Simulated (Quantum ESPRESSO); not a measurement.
A calculation with Quantum ESPRESSO 7.5 of WC (ASE script, structure typed inline):

run.py

```python
import numpy as np
from ase.calculators.espresso import Espresso, EspressoProfile
from ase import Atoms

atoms = Atoms(['W', 'C'],
              cell=[[0.0, 2.192684, 2.192684], [2.192684, 0.0, 2.192684], [2.192684, 2.192684, 0.0]],
              scaled_positions=[[0.0, 0.0, 0.0], [0.5, 0.5, 0.5]],
              pbc=True)

input_data = {
    'control': {'calculation': 'scf', 'prefix': 'pwscf', 'outdir': './tmp', 'tprnfor': True, 'tstress': True, 'disk_io': 'nowf'},
    'system': {'ecutwfc': 56.0, 'ecutrho': 448.0, 'nbnd': 15, 'occupations': 'smearing', 'smearing': 'fd', 'degauss': 0.00367493},
    'electrons': {'conv_thr': 4e-10, 'electron_maxstep': 120, 'mixing_beta': 0.5},
}
pseudopotentials = {'W': 'w_pbesol_v1.2.uspp.F.UPF', 'C': 'c_pbesol_v1.2.uspp.F.UPF'}
profile = EspressoProfile(command='mpirun -n 2 pw.x -nk 2', pseudo_dir='pseudo')
dft = Espresso(profile=profile, input_data=input_data, pseudopotentials=pseudopotentials, kpts=(10, 10, 10), koffset=(0, 0, 0))
atoms.calc = dft

print(f'energy {atoms.get_potential_energy():.8f} eV')
print('forces (eV/A)')
print(np.round(atoms.get_forces(), 6))
print('stress (eV/A^3, Voigt)')
print(np.round(atoms.get_stress(), 8))
print(f'Fermi level {dft.get_fermi_level():.4f} eV')
```

Potentials or basis: GBRV 1.5 PBEsol.

Launch:

```sh
$ OMP_NUM_THREADS=1 python run.py
```

Measurements of this composition are mostly on another form, of space group No. 187.

Q: Write the same calculation in another form: native input, structure typed inline.

A: As run:

pw.in

```
&CONTROL
  calculation = 'scf'
  prefix = 'pwscf'
  outdir = './tmp'
  pseudo_dir = './pseudo'
  tprnfor = .true.
  tstress = .true.
  disk_io = 'low'
/
&SYSTEM
  ibrav = 0
  nat = 2
  ntyp = 2
  ecutwfc = 56
  ecutrho = 448
  nbnd = 15
  occupations = 'smearing'
  smearing = 'fd'
  degauss = 0.00367493
/
&ELECTRONS
  conv_thr = 4d-10
  electron_maxstep = 120
  mixing_beta = 0.5
/
ATOMIC_SPECIES
W    183.8400 w_pbesol_v1.2.uspp.F.UPF
C     12.0110 c_pbesol_v1.2.uspp.F.UPF
CELL_PARAMETERS angstrom
   0.0000000000    2.1926840000    2.1926840000
   2.1926840000    0.0000000000    2.1926840000
   2.1926840000    2.1926840000    0.0000000000
ATOMIC_POSITIONS crystal
W      0.0000000000    0.0000000000    0.0000000000
C      0.5000000000    0.5000000000    0.5000000000
K_POINTS automatic
10 10 10 0 0 0
```

pp_density.in

```
&INPUTPP
  prefix = 'pwscf'
  outdir = './tmp'
  filplot = 'density.dat'
  plot_num = 0
/
&PLOT
  nfile = 1
  filepp(1) = 'density.dat'
  iflag = 3
  output_format = 6
  fileout = 'density.cube'
/
```

Contents of pp_potential.in:

```
&INPUTPP
  prefix = 'pwscf'
  outdir = './tmp'
  filplot = 'potential.dat'
  plot_num = 11
/
&PLOT
  nfile = 1
  filepp(1) = 'potential.dat'
  iflag = 3
  output_format = 6
  fileout = 'potential.cube'
/
```

Potentials or basis: GBRV 1.5 PBEsol.

The run is started by

```sh
$ OMP_NUM_THREADS=1 mpirun -n 2 pw.x -nk 2 -in pw.in > pw.out
$ OMP_NUM_THREADS=1 mpirun -n 1 pp.x -in pp_density.in > pp_density.out
$ OMP_NUM_THREADS=1 mpirun -n 1 pp.x -in pp_potential.in > pp_potential.out
```

Both were run:

|  | ASE script, structure typed inline | native input, structure typed inline |
| --- | --- | --- |
| Pressure | -9.5 GPa | -9.5 GPa |
| Band gap on the k mesh | none (metal or under the smearing width) | none (metal or under the smearing width) |

Keys that steer only the numerical path or the files written may differ.
